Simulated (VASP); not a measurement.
# SiO2 (P4_2/mnm) in VASP: settings compared

Aim: see how the results for SiO2 move with the level of theory and the settings. Levels: PBEsol, LDA. Tasks: relaxation of cell and atoms.

All numbers are computed with VASP 6.6.1; they aren't measurements. Logs are shortened: lines on timing, memory, paths and dates and some standing lists are left out, and cuts for length are marked.

**1. Starting point**

Symmetry: P4_2/mnm, No. 136, tetragonal system. Conventional cell: a = 4.186 Å, b = 4.186 Å, c = 2.668 Å, α = 90.00°, β = 90.00°, γ = 90.00°. Around Si (site symmetry mmm) lie 6 O at 1.76 to 1.81 Å. O (site symmetry m2m) is surrounded by 3 Si at 1.76 to 1.81 Å.

**2. Relaxation of cell and atoms, PBEsol**

INCAR reads:

```
SYSTEM = SiO2
PREC = Accurate
ENCUT = 600
EDIFF = 1E-7
ISMEAR = 0
SIGMA = 0.02
LREAL = .FALSE.
LASPH = .TRUE.
NELM = 100
ALGO = Fast
ISIF = 3
LWAVE = .FALSE.
LCHARG = .FALSE.
GGA = PS
IBRION = 2
NSW = 90
EDIFFG = -0.005
```

KPOINTS reads:

```
Automatic mesh
0
G
  6 6 8
  0 0 0
```

POSCAR reads:

```
SiO2
1.0
    4.1865000000      0.0000000000      0.0000000000
    0.0000000000      4.1865000000      0.0000000000
    0.0000000000      0.0000000000      2.6684000000
Si O
2 4
Direct
    0.0000000000      0.0000000000      0.0000000000
    0.5000000000      0.5000000000      0.5000000000
    0.3059000000      0.3059000000      0.0000000000
    0.1941000000      0.8059000000      0.5000000000
    0.6941000000      0.6941000000      0.0000000000
    0.8059000000      0.1941000000      0.5000000000
```

Potentials or basis: VASP PAW PBE potentials, release 64 (Si, O).

On the command line:

```
$ cat potpaw_PBE.64/Si/POTCAR potpaw_PBE.64/O/POTCAR > POTCAR
$ mpirun -np 1 vasp_std > vasp.out
```

OUTCAR:

```text
SYSTEM = SiO2
   PREC = Accurate
   ENCUT = 600
   EDIFF = 1E-7
   ISMEAR = 0
   LREAL = .FALSE.
   LASPH = .TRUE.
   NELM = 100
   ISIF = 3
   GGA = PS
   IBRION = 2
   NSW = 90
   EDIFFG = -0.005

 ion  position               nearest neighbor table
   1  0.000  0.000  0.000-   4 1.76   6 1.76   4 1.76   6 1.76   5 1.81   3 1.81
   2  0.500  0.500  0.500-   3 1.76   5 1.76   3 1.76   5 1.76   4 1.81   6 1.81
   3  0.306  0.306  0.000-   2 1.76   2 1.76   1 1.81
   4  0.194  0.806  0.500-   1 1.76   1 1.76   2 1.81
   5  0.694  0.694  0.000-   2 1.76   2 1.76   1 1.81
   6  0.806  0.194  0.500-   1 1.76   1 1.76   2 1.81

  LATTYP: Found a simple tetragonal cell.
 ALAT       =     4.1865000000
 C/A-ratio  =     0.6373820614

  Lattice vectors:

 A1 = (   4.1865000000,   0.0000000000,   0.0000000000)
 A2 = (   0.0000000000,   4.1865000000,   0.0000000000)
 A3 = (   0.0000000000,   0.0000000000,   2.6684000000)

Analysis of symmetry for initial positions (statically):
=====================================================================
 Subroutine PRICEL returns:
 Original cell was already a primitive cell.

 Routine SETGRP: Setting up the symmetry group for a
 simple tetragonal supercell.

 Subroutine GETGRP returns: Found 16 space group operations
 (whereof  8 operations were pure point group operations)
 out of a pool of 16 trial point group operations.

The static configuration has the point symmetry D_2h.
 The point group associated with its full space group is D_4h.

Analysis of symmetry for dynamics (positions and initial velocities):
=====================================================================
 Subroutine PRICEL returns:
 Original cell was already a primitive cell.

 Routine SETGRP: Setting up the symmetry group for a
 simple tetragonal supercell.

 Subroutine GETGRP returns: Found 16 space group operations
 (whereof  8 operations were pure point group operations)
 out of a pool of 16 trial point group operations.

The dynamic configuration has the point symmetry D_2h.
 The point group associated with its full space group is D_4h.

 Subroutine INISYM returns: Found 16 space group operations
 (whereof  8 operations are pure point group operations),
 and found     1 'primitive' translations

----------------------------------------------------------------------------------------

                                     Primitive cell

  volume of cell :      46.7685

  direct lattice vectors                    reciprocal lattice vectors
     4.186500000  0.000000000  0.000000000     0.238863012  0.000000000  0.000000000
     0.000000000  4.186500000  0.000000000     0.000000000  0.238863012  0.000000000
     0.000000000  0.000000000  2.668400000     0.000000000  0.000000000  0.374756408

  length of vectors
     4.186500000  4.186500000  2.668400000     0.238863012  0.238863012  0.374756408

  position of ions in fractional coordinates (direct lattice)
     0.000000000  0.000000000  0.000000000
     0.500000000  0.500000000  0.500000000
     0.305900000  0.305900000  0.000000000
     0.194100000  0.805900000  0.500000000
     0.694100000  0.694100000  0.000000000
     0.805900000  0.194100000  0.500000000

  ion indices of the primitive-cell ions
   primitive index   ion index
                 1           1
                 2           2
                 3           3
                 4           4
                 5           5
                 6           6

----------------------------------------------------------------------------------------

 KPOINTS: Automatic mesh

Automatic generation of k-mesh.
 Grid dimensions read from file:
 generate k-points for:    6    6    8

 Generating k-lattice:

  Cartesian coordinates                     Fractional coordinates (reciprocal lattice)
     0.039810502  0.000000000  0.000000000     0.166666667  0.000000000  0.000000000
     0.000000000  0.039810502  0.000000000     0.000000000  0.166666667  0.000000000
     0.000000000  0.000000000  0.046844551     0.000000000  0.000000000  0.125000000

  Length of vectors
     0.039810502  0.039810502  0.046844551

  Shift w.r.t. Gamma in fractional coordinates (k-lattice)
     0.000000000  0.000000000  0.000000000

 Subroutine IBZKPT returns following result:
 ===========================================

 Found     50 irreducible k-points:

 Following reciprocal coordinates:
            Coordinates               Weight
  0.000000  0.000000  0.000000      1.000000
  0.166667  0.000000  0.000000      4.000000
  0.333333  0.000000  0.000000      4.000000
  0.500000  0.000000  0.000000      2.000000
  0.166667  0.166667  0.000000      4.000000
  0.333333  0.166667  0.000000      8.000000
[... 16 lines left out ...]
  0.333333  0.000000  0.250000      8.000000
  0.500000  0.000000  0.250000      4.000000
 [... further k-points ...]
   k-points           NKPTS =     50   k-points in BZ     NKDIM =     50   number of bands    NBANDS=     20
   number of dos      NEDOS =    301   number of ions     NIONS =      6
   total plane-waves  NPLWV =  31104
   dimension x,y,z NGX =    36 NGY =   36 NGZ =   24
   dimension x,y,z NGXF=    72 NGYF=   72 NGZF=   48
   ions per type =               2   4
   NGX,Y,Z   is equivalent  to a cutoff of  14.30, 14.30, 14.95 a.u.
   NGXF,Y,Z  is equivalent  to a cutoff of  28.59, 28.59, 29.90 a.u.
 SYSTEM =  SiO2
   PREC   = accura    normal or accurate (medium, high low for compatibility)
   ISTART =      0    job   : 0-new  1-cont  2-samecut
   ICHARG =      2    charge: 1-file 2-atom 10-const
   ISPIN  =      1    spin polarized calculation?
   LNONCOLLINEAR =      F non collinear calculations
   LSORBIT =      F    spin-orbit coupling
   LASPH  =      T    aspherical Exc in radial PAW
   ENCUT  =  600.0 eV  44.10 Ry    6.64 a.u.   8.36  8.36  5.33*2*pi/ulx,y,z
   NELM   =    100;   NELMIN=  2; NELMDL= -5     # of ELM steps
   EDIFF  = 0.1E-06   stopping-criterion for ELM
   LREAL  =      F    real-space projection
   EDIFFG = -.5E-02   stopping-criterion for IOM
   NSW    =     90    number of steps for IOM
   IBRION =      2    ionic relax: 0-MD 1-quasi-New 2-CG
   NFREE  =      1    steps in history (QN), initial steepest desc. (CG)
   ISIF   =      3    stress and relaxation
   ISYM   =      2    0-nonsym 1-usesym 2-fastsym
   POTIM  = 0.5000    time-step for ionic-motion
   TEBEG  =    0.0;   TEEND  =   0.0 temperature during run
   PSTRESS=    0.0 pullay stress
   NELECT =      32.0000    total number of electrons
   NUPDOWN=      -1.0000    fix difference up-down
   EMIN   =  10.00;   EMAX   =-10.00  energy-range for DOS
   EFERMI =   0.00;   METHOD = LEGACY
   ISMEAR =     0;   SIGMA  =   0.02  broadening in eV -4-tet -1-fermi 0-gaus
   EFERMI_NEDOS =   21; number of points for ismear=-14 and -15
   IALGO  =     68    algorithm
   IMIX   =      4    mixing-type and parameters
     AMIX     =   0.40;   BMIX     =  1.00
     AMIX_MAG =   1.60;   BMIX_MAG =  1.00
  volume/ion in A,a.u.               =       7.79        52.60
  Fermi-wavevector in a.u.,A,eV,Ry     =   1.442582  2.726084 28.314299  2.081042
  Thomas-Fermi vector in A             =   2.561086
   LORBIT       =      0    0 simple, 1 ext, 2 COOP (PROOUT), +10 PAW based schemes
   GGA     = PS    functional components
   LHFCALC =     F    Hartree Fock is set to
   AEXX    =    0.0000 exact exchange contribution
   IVDW    =     0    specifies the selected vdW correction
   LEPSILON=     F    determine dielectric tensor
   LRPA    =     F    only Hartree local field effects (RPA)
 conjugate gradient relaxation of ions
 non-spin polarized calculation
 RMM-DIIS sequential band-by-band and
 Gauss-broadening in eV      SIGMA  =   0.02
  energy-cutoff  :      600.00
  volume of cell :       46.77
 maximum number of plane-waves:      1588
 NGX is ok and might be reduce to    36
   NGX = 17   NGY = 17   NGZ = 11

--------------------------------------- Ionic step        1  -------------------------------------------

 number of electron      32.0000003 magnetization

 Free energy of the ion-electron system (eV)
  ---------------------------------------------------
  ext. energy  EPLUGINS =         0.00000000
  ---------------------------------------------------
  free energy    TOTEN  =       -48.99287862 eV

  energy without entropy =      -48.99287862  energy(sigma->0) =      -48.99287862

------------------------ aborting loop because EDIFF is reached ----------------------------------------

  FORCE on cell =-STRESS in cart. coord.  units (eV):
  Direction    XX          YY          ZZ          XY          YZ          ZX
  --------------------------------------------------------------------------------------
  -------------------------------------------------------------------------------------
  Total        0.5834782      0.5834782      1.2802843      0.0000000      0.0000000      0.0000000
  in kB       19.9885866     19.9885866     43.8595192      0.0000000      0.0000000      0.0000000
  external PRESSURE =      27.9455641 kB  Pullay stress =       0.0000000 kB
[... 185 lines left out ...]
  energy  without entropy=      -48.9970851397  energy(sigma->0) =      -48.99708514

--------------------------------------- Ionic step        6  -------------------------------------------

 number of electron      32.0000001 magnetization

 Free energy of the ion-electron system (eV)
  ---------------------------------------------------
  ext. energy  EPLUGINS =         0.00000000
  ---------------------------------------------------
  free energy    TOTEN  =       -48.99709349 eV

  energy without entropy =      -48.99709349  energy(sigma->0) =      -48.99709349

 E-fermi :   8.0829     XC(G=0): -12.4663

 val. band max:        8.0042654402   @ k =   0.0000   0.0000   0.0000
 cond. band min:      13.3419586722   @ k =   0.0000   0.0000   0.0000
 fundamental gap:      5.3376932320
 Fermi energy:         8.0828559028

 k-point     1 :       0.0000    0.0000    0.0000
  band No.  band energies     occupation
      1     -14.4397      2.00000
      2     -10.8119      2.00000
      3     -10.8119      2.00000
      4     -10.5658      2.00000
      5      -2.8745      2.00000
      6       1.5744      2.00000
[... 12 lines left out ...]
     19      16.2112      0.00000
[... 513 lines left out ...]
      4     -10.1505      2.00000
      5      -0.7173      2.00000
      6      -0.7173      2.00000
[... 12 lines left out ...]
     19      18.3221      0.00000
     20      18.3221      0.00000

 [... further k-points ...]

------------------------ aborting loop because EDIFF is reached ----------------------------------------

  FORCE on cell =-STRESS in cart. coord.  units (eV):
  Direction    XX          YY          ZZ          XY          YZ          ZX
  --------------------------------------------------------------------------------------
  -------------------------------------------------------------------------------------
  Total       -0.0038427     -0.0038427      0.0032346      0.0000000      0.0000000      0.0000000
  in kB       -0.1305877     -0.1305877      0.1099246      0.0000000      0.0000000      0.0000000
  external PRESSURE =      -0.0504169 kB  Pullay stress =       0.0000000 kB
[... 21 lines left out ...]
  FREE ENERGIE OF THE ION-ELECTRON SYSTEM (eV)
  ---------------------------------------------------
  free  energy   TOTEN  =       -48.9970934945 eV

  energy  without entropy=      -48.9970934945  energy(sigma->0) =      -48.99709349

 reached required accuracy - stopping structural energy minimisation
```

Wall time 2.5 min (1 thread of Intel Xeon Platinum 8259CL at 2.50GHz (Skylake/Cascade Lake), shared host); peak memory 0.2 GiB.

Results:

| Property | Result |
| --- | --- |
| Free energy | -48.9971 eV |
| Relaxed volume | 7.86 Å³/atom |
| Relaxed cell | a = 4.192 Å, b = 4.192 Å, c = 2.683 Å, α = 90.00°, β = 90.00°, γ = 90.00° |
| Space group after relaxing (to 0.05 Å) | P4_2/mnm (No. 136) |
| Energy gained by relaxing | 0.7 meV/atom |
| Ionic steps | 6 |
| Pressure after relaxing | 0.0 GPa |
| Band gap on the k mesh | 5.34 eV, direct |

Step by step:
```csv
step,energy change (eV),largest force (eV/Å),pressure (GPa),volume (Å³)
1,0.0000,0.0457,2.79,46.77
2,0.0031,0.1205,-3.81,47.69
3,-0.0041,0.0286,-0.11,47.16
4,-0.0042,0.0204,-0.01,47.15
5,-0.0042,0.0069,-0.04,47.16
6,-0.0042,0.0018,-0.01,47.15
```

Final structure:
```yaml
crystal:
  lattice:
    - [4.19226, 0.00000, 0.00000]
    - [0.00000, 4.19226, 0.00000]
    - [0.00000, 0.00000, 2.68252]
  atoms:
    - { symbol: Si, position: [0.00000, 0.00000, 0.00000] }
    - { symbol: Si, position: [0.50000, 0.50000, 0.50000] }
    - { symbol: O, position: [0.30584, 0.30584, 0.00000] }
    - { symbol: O, position: [0.19416, 0.80584, 0.50000] }
    - { symbol: O, position: [0.69416, 0.69416, 0.00000] }
    - { symbol: O, position: [0.80584, 0.19416, 0.50000] }
```

Levels at points of the mesh, in eV from the valence-band top:
```csv
k point,band 14,band 15,band 16,band 17,band 18,band 19
"(0.00, 0.00, 0.00)",-0.88,-0.88,0.00,5.34,6.45,8.21
"(0.50, 0.00, 0.00)",-2.69,-1.07,-1.07,7.48,7.48,8.79
"(0.50, 0.50, 0.00)",-2.70,-2.27,-2.27,7.17,7.17,9.79
"(0.00, 0.00, 0.50)",-3.09,-2.68,-2.68,8.86,8.86,12.33
"(0.50, 0.00, 0.50)",-2.28,-1.76,-1.76,8.56,8.56,9.62
"(0.50, 0.50, 0.50)",-1.76,-1.55,-1.55,6.94,6.94,10.75
```

Caveat: the PAW data sets were made with another functional, which shifts forces and pressure a little. Zero-point motion and thermal expansion aren't in these numbers.

**3. Relaxation of cell and atoms, LDA**

Changes to INCAR since step 2:

```diff
@@ -13,3 +13,3 @@
 LCHARG = .FALSE.
-GGA = PS
+GGA = CA
 IBRION = 2
```

KPOINTS is that of step 2.

POSCAR is that of step 2.

Potentials or basis: VASP PAW LDA potentials, release 64 (Si, O).

On the command line:

```
$ cat potpaw_LDA.64/Si/POTCAR potpaw_LDA.64/O/POTCAR > POTCAR
$ mpirun -np 1 vasp_std > vasp.out
```

Wall time 2.8 min (1 thread of Intel Xeon Platinum 8259CL at 2.50GHz (Skylake/Cascade Lake), shared host); peak memory 0.18 GiB.

The run converged. Its results:

* Free energy: -51.9903 eV
* Relaxed volume: 7.67 Å³/atom
* Relaxed cell: a = 4.154 Å, b = 4.154 Å, c = 2.666 Å, α = 90.00°, β = 90.00°, γ = 90.00°
* Space group after relaxing (to 0.05 Å): P4_2/mnm (No. 136)
* Energy gained by relaxing: 2.1 meV/atom
* Ionic steps: 7
* Pressure after relaxing: 0.0 GPa
* Band gap on the k mesh: 5.78 eV, direct

Step by step:
```tsv
step	energy change (eV)	largest force (eV/Å)	pressure (GPa)	volume (Å³)
1	0.0000	0.0468	-4.79	46.77
2	0.0074	0.2887	6.72	45.21
3	-0.0109	0.0963	0.05	46.08
4	-0.0125	0.0053	0.02	46.01
5	-0.0125	0.0141	0.03	46.00
6	-0.0125	0.0062	0.00	46.00
7	-0.0125	0.0001	0.01	46.00
```

Final structure:
```
Si O
1.0
     4.15401    0.00000    0.00000
     0.00000    4.15401    0.00000
     0.00000    0.00000    2.66595
Si O
2 4
Cartesian
  0.0000 0.0000 0.0000
  2.0770 2.0770 1.3330
  1.2686 1.2686 0.0000
  0.8084 3.3456 1.3330
  2.8854 2.8854 0.0000
  3.3456 0.8084 1.3330
```

Levels at points of the mesh, in eV from the valence-band top:
```csv
k point,band 13,band 14,band 15,band 16,band 17,band 18,band 19,band 20
"(0.00, 0.00, 0.00)",-2.56,-0.91,-0.91,0.00,5.78,6.41,8.32,8.32
"(0.50, 0.00, 0.00)",-2.77,-2.77,-1.09,-1.09,7.71,7.71,8.89,8.89
"(0.50, 0.50, 0.00)",-2.79,-2.79,-2.35,-2.35,7.37,7.37,9.91,9.91
"(0.00, 0.00, 0.50)",-3.25,-3.25,-2.76,-2.76,9.05,9.05,12.48,12.48
"(0.50, 0.00, 0.50)",-2.35,-2.35,-1.83,-1.83,8.69,8.69,9.87,9.87
"(0.50, 0.50, 0.50)",-1.79,-1.79,-1.60,-1.60,7.15,7.15,10.88,10.88
```

A k mesh can miss the band edges. LDA usually gives volumes a few per cent too small.
